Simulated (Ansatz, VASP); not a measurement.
Co in VASP and in Ansatz

File INCAR:

```
SYSTEM = Co
  ALGO = Normal
  EDIFF = 1E-6
  ENCUT = 520
  ISIF = 2
  ISMEAR = -1
  ISPIN = 2
  LASPH = .True.
  LCHARG = .False.
  LMAXMIX = 4
  LORBIT = 11
  LREAL = .False.
  LWAVE = .False.
  MAGMOM = 2 2
  NBANDS = 20
  NELM = 150
  PREC = Accurate
  SIGMA = 0.05
```

Contents of KPOINTS:

```
k-points
0
Gamma
  12 12 7
  0 0 0
```

Contents of POSCAR:

```
Co
1.0
    2.4719999032      0.0000000000      0.0000000000
   -1.2359999516      2.1408147143      0.0000000000
    0.0000000000      0.0000000000      4.0211440800
Co
2
Direct
    0.6666666667      0.3333333333      0.7500000000
    0.3333333333      0.6666666667      0.2500000000
```

File input.yaml:

```yaml
crystal:
  lattice:
    - [2.4719999032, 0.0, 0.0]
    - [-1.2359999516, 2.1408147143, 0.0]
    - [0.0, 0.0, 4.02114408]
  atoms:
    - { symbol: Co, position: [0.6666666667, 0.3333333333, 0.75], spin: 2.0 }
    - { symbol: Co, position: [0.3333333333, 0.6666666667, 0.25], spin: 2.0 }
kpoints:
  mp_grid: { grid: [12, 12, 7] }
scf:
  occupations: { method: fermi_dirac, width: 0.05 }
hamiltonian:
  xc: lda
  pseudopotentials: { kind: all_electron, lapw: { basis_error: 0.001 } }
magnetization:
  spin_polarized: true
output:
  forces: true
  stress: true
  eigenvalues: true
```

Alike in both runs: task single point; functional LDA; k mesh 12 × 12 × 7; occupations fermi-dirac, width 0.05 eV; collinear spin.

|  | VASP | Ansatz |
| --- | --- | --- |
| version | VASP 6.6.1 | Ansatz 0.2.0 |
| potentials or method | VASP PAW LDA potentials, release 64 (Co) | all-electron LAPW, scalar-relativistic |
| plane-wave cutoff (eV) | 520 | see its input |

|  | VASP | Ansatz | Ansatz less VASP |
| --- | --- | --- | --- |
| gap on the k mesh at the Fermi level (eV) | none | none | - |
| pressure (GPa) | -15.6 | -14.8 | +0.89 |
| largest component of the traceless stress (GPa) | 1.76 | 1.80 | +0.044 |
| net moment per atom (μB) | 1.51 | 1.55 | +0.035 |
| size of the moment on the site where the two differ most (μB) | 1.51 | 1.58 | +0.071 |

Site moments also hang on the region over which each program counts them. A gap of «none» marks a metal or a gap that the smearing closes. Ansatz ran all-electron here, so the differences hold the error of VASP's frozen core and of both bases.

Caveats: so large a pressure means that the cell lies far from this level's equilibrium, or that cutoff or potentials fall short (VASP).
